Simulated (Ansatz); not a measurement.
# Si8C7: the cost of one run

Method: DFT PBEsol, scalar-relativistic, plane waves, PAW, in Ansatz 0.2.0.

The COD entry's cell or inner coordinates are ideal or old and differ from later refinements, so a difference from it is no clean test against experiment.

5 further runs of the same task are left out: 2 that didn't finish, 3 set aside as unsound or not needed.

## (1) The starting structure

The structure is cubic, space group F-43m (No. 216). The conventional cell has a = 4.357 Å, b = 4.357 Å, c = 4.357 Å, α = 90.00°, β = 90.00°, γ = 90.00°. Si (site symmetry -43m) has 4 C at 1.89 Å as nearest neighbours. C (site symmetry -43m) is surrounded by 4 Si at 1.89 Å.

Structure file:

```
Si C
1.0
     0.00000    2.17840    2.17840
     2.17840    0.00000    2.17840
     2.17840    2.17840    0.00000
Si C
1 1
Cartesian
  0.0000 0.0000 0.0000
  3.2676 3.2676 3.2676
```

This cell was relaxed beforehand with the same method: volume 10.34 Å³/atom, gap on the mesh 1.24 eV.

## (2) The scan

Atoms count from 1 in the order of the input.

An atom moved over a plane that holds its own site and a neighbouring vacancy.

- path of C9 from its site (0) to the vacancy (1), 3.081 Å: 11 values from −0.125 to 1.125
- shift of C9 across the path, along [1 0 -1]: 9 values from −0.500 to 0.500 Å

Nothing else is relaxed (all other atoms held at the sites of the perfect crystal). Points are written as (first, second).

## (3) Point (0.250, −0.500 Å)

File input.yaml:

```yaml
crystal:
  lattice:
    - [4.3568001662, 0.0, -4.3568001662]
    - [0.0, 4.3568001662, -4.3568001662]
    - [4.3568001662, 4.3568001662, 0.0]
  atoms:
    - { symbol: Si, position: [0.5, 0.0, 0.0] }
    - { symbol: Si, position: [0.5, 0.0, 0.5] }
    - { symbol: Si, position: [0.5, 0.5, 0.0] }
    - { symbol: Si, position: [0.5, 0.5, 0.5] }
    - { symbol: Si, position: [1.0, 0.0, 0.0] }
    - { symbol: Si, position: [1.0, 0.0, 0.5] }
    - { symbol: Si, position: [1.0, 0.5, 0.0] }
    - { symbol: Si, position: [1.0, 0.5, 0.5] }
    - { symbol: C, position: [0.0438502164, 0.2061497836, 0.5] }
    - { symbol: C, position: [0.125, 0.625, 0.125] }
    - { symbol: C, position: [0.125, 0.625, 0.625] }
    - { symbol: C, position: [0.625, 0.125, 0.125] }
    - { symbol: C, position: [0.625, 0.125, 0.625] }
    - { symbol: C, position: [0.625, 0.625, 0.125] }
    - { symbol: C, position: [0.625, 0.625, 0.625] }
total_charge: 4
basis:
  ecutwfc: 420
kpoints:
  mp_grid: { grid: [6, 6, 6] }
hamiltonian:
  xc: pbesol
  pseudopotentials: { kind: paw, azcp: { folder: soft_1 } }
scf:
  occupations: { method: gaussian, width: 0.05 }
output:
  forces: true
  stress: true
  eigenvalues: true
  write_density: true
  write_potential: true
  elf: true
  volumetric_format: npy
```

The run is started by

```bash
$ ansatz run input.yaml --threads 4 --pin off --max-ram 8192MiB --backend cpu --events-out ev --progress --plain --runs-dir out
```

Q: Estimate wall time and peak memory on 4 threads of Intel Xeon Platinum 8488C (Sapphire Rapids), shared host.

About 17 s, with a peak of 0.95 GiB.
